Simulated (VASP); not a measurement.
# TePb (Fm-3m) in VASP: notebook, part 2 of 2

VASP 6.6.1. The steps go on from the part before.

**4. Relaxation of cell and atoms, r2SCAN, target pressure 2 GPa, at which the enthalpy is minimised**

This run uses another cell than the first one, of 33.73 Å³/atom.

POSCAR

```
TePb
1.0
    4.5693240000      0.0000000000      0.0000000000
    2.2846620000      3.9571506621      0.0000000000
    2.2846620000      1.3190502207      3.7308374232
Te Pb
1 1
Direct
    0.5000000000      0.5000000000      0.5000000000
    0.0000000000      0.0000000000      0.0000000000
```

INCAR.step1

```
  PREC = Accurate
  ENCUT = 600
  ISMEAR = -1
  SIGMA = 0.01
  LREAL = False
  LASPH = True
  NELM = 80
  GGA = PE
  ALGO = Normal
  EDIFF = 1E-4
  LWAVE = True
  LCHARG = False
```

INCAR.step2

```
  PREC = Accurate
  ENCUT = 600
  EDIFF = 1E-6
  ISMEAR = -1
  SIGMA = 0.01
  LREAL = False
  LASPH = True
  NELM = 80
  ALGO = Normal
  ISIF = 3
  LWAVE = False
  LCHARG = False
  METAGGA = R2SCAN
  LMIXTAU = True
  IBRION = 2
  NSW = 80
  EDIFFG = -0.05
  PSTRESS = 20.0
  ISTART = 1
```

KPOINTS

```
Automatic mesh
0
Gamma
  4 4 4
```

Potentials or basis: VASP PAW PBE potentials, release 64 (Te, Pb_d).

Started as:

```bash
cat potpaw_PBE.64/Te/POTCAR potpaw_PBE.64/Pb_d/POTCAR > POTCAR
cp INCAR.step1 INCAR
mpirun -np 1 vasp_std > vasp.out
cp INCAR.step2 INCAR
mpirun -np 1 vasp_std > vasp.out
```

OUTCAR:

```text
PREC = Accurate
   ENCUT = 600
   EDIFF = 1E-6
   ISMEAR = -1
   LREAL = False
   LASPH = True
   NELM = 80
   ISIF = 3
   METAGGA = R2SCAN
   IBRION = 2
   NSW = 80
   EDIFFG = -0.05
   PSTRESS = 20.0
   ISTART = 1

 ion  position               nearest neighbor table
   1  0.500  0.500  0.500-   2 3.23   2 3.23   2 3.23   2 3.23   2 3.23   2 3.23
   2  0.000  0.000  0.000-   1 3.23   1 3.23   1 3.23   1 3.23   1 3.23   1 3.23

  LATTYP: Found a face centered cubic cell.
 ALAT       =     6.4619999717

  Lattice vectors:

 A1 = (   4.5693240000,   0.0000000000,   0.0000000000)
 A2 = (   2.2846620000,   3.9571506621,   0.0000000000)
 A3 = (   2.2846620000,   1.3190502207,   3.7308374232)

Analysis of symmetry for initial positions (statically):
=====================================================================
 Subroutine PRICEL returns:
 Original cell was already a primitive cell.

 Routine SETGRP: Setting up the symmetry group for a
 face centered cubic supercell.

 Subroutine GETGRP returns: Found 48 space group operations
 (whereof 48 operations were pure point group operations)
 out of a pool of 48 trial point group operations.

The static configuration has the point symmetry O_h .

Analysis of symmetry for dynamics (positions and initial velocities):
=====================================================================
 Subroutine PRICEL returns:
 Original cell was already a primitive cell.

 Routine SETGRP: Setting up the symmetry group for a
 face centered cubic supercell.

 Subroutine GETGRP returns: Found 48 space group operations
 (whereof 48 operations were pure point group operations)
 out of a pool of 48 trial point group operations.

The dynamic configuration has the point symmetry O_h .

 Subroutine INISYM returns: Found 48 space group operations
 (whereof 48 operations are pure point group operations),
 and found     1 'primitive' translations

----------------------------------------------------------------------------------------

                                     Primitive cell

  volume of cell :      67.4591

  direct lattice vectors                    reciprocal lattice vectors
     4.569324000  0.000000000  0.000000000     0.218850753 -0.126353541 -0.089345446
     2.284662000  3.957150662  0.000000000     0.000000000  0.252707083 -0.089345446
     2.284662000  1.319050221  3.730837423     0.000000000  0.000000000  0.268036338

  length of vectors
     4.569324000  4.569324000  4.569324000     0.268036338  0.268036338  0.268036338

  position of ions in fractional coordinates (direct lattice)
     0.500000000  0.500000000  0.500000000
     0.000000000  0.000000000  0.000000000

  ion indices of the primitive-cell ions
   primitive index   ion index
                 1           1
[... 96 lines left out ...]

 number of electron      19.9999998 magnetization

 Free energy of the ion-electron system (eV)
  ---------------------------------------------------
  ext. energy  EPLUGINS =         0.00000000
  ---------------------------------------------------
  free energy    TOTEN  =       -82.68540932 eV

  energy without entropy =      -82.68540932  energy(sigma->0) =      -82.68540932

------------------------ aborting loop because EDIFF is reached ----------------------------------------

  FORCE on cell =-STRESS in cart. coord.  units (eV):
  Direction    XX          YY          ZZ          XY          YZ          ZX
  --------------------------------------------------------------------------------------
  -------------------------------------------------------------------------------------
  Total        0.6771733      0.6771733      0.6771733     -0.0000000      0.0000000      0.0000000
  in kB       16.0830923     16.0830923     16.0830923     -0.0000000      0.0000000      0.0000000
  external PRESSURE =      -3.9169077 kB  Pullay stress =      20.0000000 kB

 VOLUME and BASIS-vectors are now :
 -----------------------------------------------------------------------------
  energy-cutoff  :      600.00
  volume of cell :       67.46
      direct lattice vectors                 reciprocal lattice vectors
     4.569324000  0.000000000  0.000000000     0.218850753 -0.126353541 -0.089345446
     2.284662000  3.957150662  0.000000000     0.000000000  0.252707083 -0.089345446
     2.284662000  1.319050221  3.730837423     0.000000000  0.000000000  0.268036338

 POSITION                                       TOTAL-FORCE (eV/Angst)
 -----------------------------------------------------------------------------------
      4.56932      2.63810      1.86542        -0.000000      0.000000      0.000000
      0.00000      0.00000      0.00000         0.000000     -0.000000      0.000000
 -----------------------------------------------------------------------------------
    total drift:                               -0.000000      0.000000      0.000000

  FREE ENERGIE OF THE ION-ELECTRON SYSTEM (eV)
  ---------------------------------------------------
  free  energy   TOTEN  =       -82.6854093154 eV

  energy  without entropy=      -82.6854093153  energy(sigma->0) =      -82.68540932

  enthalpy is  TOTEN    =       -81.8433158887 eV   P V=        0.8420934266

--------------------------------------- Ionic step        2  -------------------------------------------

 number of electron      19.9999998 magnetization

 Free energy of the ion-electron system (eV)
  ---------------------------------------------------
  ext. energy  EPLUGINS =         0.00000000
  ---------------------------------------------------
  free energy    TOTEN  =       -82.67586157 eV

  energy without entropy =      -82.67586157  energy(sigma->0) =      -82.67586157

 E-fermi :   5.9794     XC(G=0):  -9.8750

 val. band max:        5.6791002525   @ k =   0.5000   0.0000  -0.0000
 cond. band min:       6.6744564738   @ k =   0.5000   0.0000  -0.0000
 fundamental gap:      0.9953562214
 Fermi energy:         5.9793815163

 k-point     1 :       0.0000    0.0000    0.0000
  band No.  band energies     occupation
      1     -11.7320      2.00000
      2     -11.7320      2.00000
      3     -11.7184      2.00000
      4     -11.7184      2.00000
      5     -11.7184      2.00000
      6      -6.9537      2.00000
      7       0.0699      2.00000
      8       4.1243      2.00000
      9       4.1243      2.00000
     10       4.1243      2.00000
     11      10.0334      0.00000
     12      10.0334      0.00000
     13      10.0334      0.00000
     14      11.8202      0.00000
[... 105 lines left out ...]
      1     -11.7848      2.00000
      2     -11.7350      2.00000
      3     -11.7105      2.00000
      4     -11.7105      2.00000
      5     -11.6909      2.00000
      6      -4.9516      2.00000
      7      -2.6327      2.00000
      8       1.6175      2.00000
      9       1.6175      2.00000
     10       5.2111      2.00000
     11       7.5446      0.00000
     12      11.2461      0.00000
     13      11.2461      0.00000
     14      12.9615      0.00000

------------------------ aborting loop because EDIFF is reached ----------------------------------------

  FORCE on cell =-STRESS in cart. coord.  units (eV):
  Direction    XX          YY          ZZ          XY          YZ          ZX
  --------------------------------------------------------------------------------------
  -------------------------------------------------------------------------------------
  Total        0.9224611      0.9224611      0.9224611     -0.0000000      0.0000000      0.0000000
  in kB       22.1723182     22.1723182     22.1723182     -0.0000000      0.0000000      0.0000000
  external PRESSURE =       2.1723182 kB  Pullay stress =      20.0000000 kB

 VOLUME and BASIS-vectors are now :
 -----------------------------------------------------------------------------
  energy-cutoff  :      600.00
  volume of cell :       66.66
      direct lattice vectors                 reciprocal lattice vectors
     4.551146809 -0.000000000  0.000000000     0.219724839 -0.126858195 -0.089702290
     2.275573404  3.941408753  0.000000000     0.000000000  0.253716390 -0.089702290
     2.275573404  1.313802918  3.715995809    -0.000000000 -0.000000000  0.269106870

 POSITION                                       TOTAL-FORCE (eV/Angst)
 -----------------------------------------------------------------------------------
      4.55115      2.62761      1.85800        -0.000000     -0.000000      0.000000
      2.27557      3.94141      0.00000         0.000000      0.000000      0.000000
 -----------------------------------------------------------------------------------
    total drift:                               -0.000000      0.000000      0.000000

  FREE ENERGIE OF THE ION-ELECTRON SYSTEM (eV)
  ---------------------------------------------------
  free  energy   TOTEN  =       -82.6758615687 eV

  energy  without entropy=      -82.6758615687  energy(sigma->0) =      -82.67586157

  enthalpy is  TOTEN    =       -81.8437779914 eV   P V=        0.8320835772

 reached required accuracy - stopping structural energy minimisation
```

Wall time 2.7 min (1 thread of AMD EPYC 7R13, shared host); peak memory 0.23 GiB.

Results:

```yaml
Free_energy: -82.6759 eV
Relaxed_volume: 33.33 Å³/atom
Relaxed_cell: a = 4.551 Å, b = 4.551 Å, c = 4.551 Å, α = 60.00°, β = 60.00°, γ = 60.00°
Space_group_after_relaxing_to_0.1_Å: Fm-3m (No. 225)
Energy_change_on_relaxing_the_run_minimises_the_enthalpy: +4.8 meV/atom
Ionic_steps: 2
Pressure_after_relaxing: 2.2 GPa
Band_gap_on_the_k_mesh: 1.00 eV
```

Step by step:
| step | energy change (eV) | largest force (eV/Å) | pressure (GPa) | volume (Å³) |
| --- | --- | --- | --- | --- |
| 1 | 0.0000 | 0.0000 | 1.61 | 67.46 |
| 2 | 0.0095 | 0.0000 | 2.22 | 66.66 |

Final structure:
```yaml
crystal:
  lattice:
    - [4.55115, 0.00000, 0.00000]
    - [2.27557, 3.94141, 0.00000]
    - [2.27557, 1.31380, 3.71600]
  atoms:
    - { symbol: Te, position: [0.50000, 0.50000, 0.50000] }
    - { symbol: Pb, position: [0.00000, 0.00000, 0.00000] }
```

Levels at points of the mesh, in eV from the valence-band top:
```
           k point  band 6  band 7  band 8  band 9  band 10  band 11  band 12  band 13  band 14
(0.00, 0.00, 0.00)  -12.63   -5.61   -1.55   -1.55    -1.55     4.35     4.35     4.35     6.14
(0.50, 0.00, 0.00)  -11.09   -8.98   -1.07   -1.07     0.00     1.00     1.37     1.37     8.96
(0.50, 0.50, 0.00)  -10.80   -7.53   -4.80   -3.05    -3.05     3.52     5.86     5.86     7.24
```

Caveat: the k points lie up to 0.42 Å⁻¹ apart in the final cell; the cell is relaxed towards a set pressure, so the run minimises the enthalpy, not the energy; the PAW data sets were made with another functional, which shifts forces and pressure a little; spin-orbit coupling is left out, which moves the levels of the heavy elements.

**5. Summary**

```tsv
task	cell	cutoff (eV)	gap on the mesh (eV)	pressure (GPa)
single point	a = 4.624 Å, angles 60.0°, 2 atoms	520	1.10	-0.1
relaxation of cell and atoms	relaxed from a = 4.569 Å, angles 60.0°, 2 atoms	600	1.10	0.0
relaxation of cell and atoms	relaxed to 2 GPa from a = 4.569 Å, angles 60.0°, 2 atoms	600	1.00	2.2
```

Alike in all rows: level r2SCAN; potentials or basis VASP PAW PBE potentials, release 64 (Te, Pb_d); no spin polarisation; k mesh 4 × 4 × 4; smearing fermi-dirac 0.01 eV.

Caveats: some runs use coarse meshes; the PAW data sets were made with another functional, which shifts forces and pressure a little; spin-orbit coupling is left out, which moves the levels of the heavy elements; the cell is relaxed towards a set pressure, so the run minimises the enthalpy, not the energy (at least some runs).

Absolute energies hang on the potentials; compare differences alone.

**6. Against experiment**

Step 2. Measured gap of TePb: 0.19 eV (direct; 4.2 K; a printed reference work, monograph). This calculation gives 1.10 eV (+0.91 eV). Spin-orbit coupling on Pb, Te is left out. The value is that of r2SCAN on a finite k mesh, which can miss the band edges, without temperature or zero-point motion.
